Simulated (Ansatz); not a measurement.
A plane-wave DFT run in Ansatz 0.2.0 (scalar-relativistic PAW potentials unless the input names others): input and command.

```yaml
crystal:
  lattice:
    - [3.2544262524, 0.0, 0.0]
    - [-1.6272131262, 2.8184158093, 0.0]
    - [0.0, 0.0, 5.1476234821]
  atoms:
    - { symbol: Mg, position: [0.3333333333, 0.6666666667, 0.00215974] }
    - { symbol: Mg, position: [0.6666666667, 0.3333333333, 0.50215974] }
    - { symbol: O, position: [0.3333333333, 0.6666666667, 0.40244026] }
    - { symbol: O, position: [0.6666666667, 0.3333333333, 0.90244026] }
basis:
  ecutwfc: 420
kpoints:
  mp_grid: { grid: [0, 9, 6] }
hamiltonian:
  xc: lda
scf:
  occupations: { method: gaussian, width: 0.05 }
  max_iter: 60
output:
  forces: true
  eigenvalues: true
  stress: true
```

```bash
ansatz run input.yaml --threads 1 --pin off --max-ram 1228MiB --backend cpu --events-out ev --progress --plain --runs-dir out
```

Task: What is wrong with this input?

Result: The program refuses it, because of a mesh with a zero (kpoints.mp_grid.grid: [9, 9, 6] → [0, 9, 6]). With the sound run's settings it is accepted.

Abridged log:
```
Error: invalid value for `kpoints.mp_grid.grid`: each dimension must be in 1..=255
```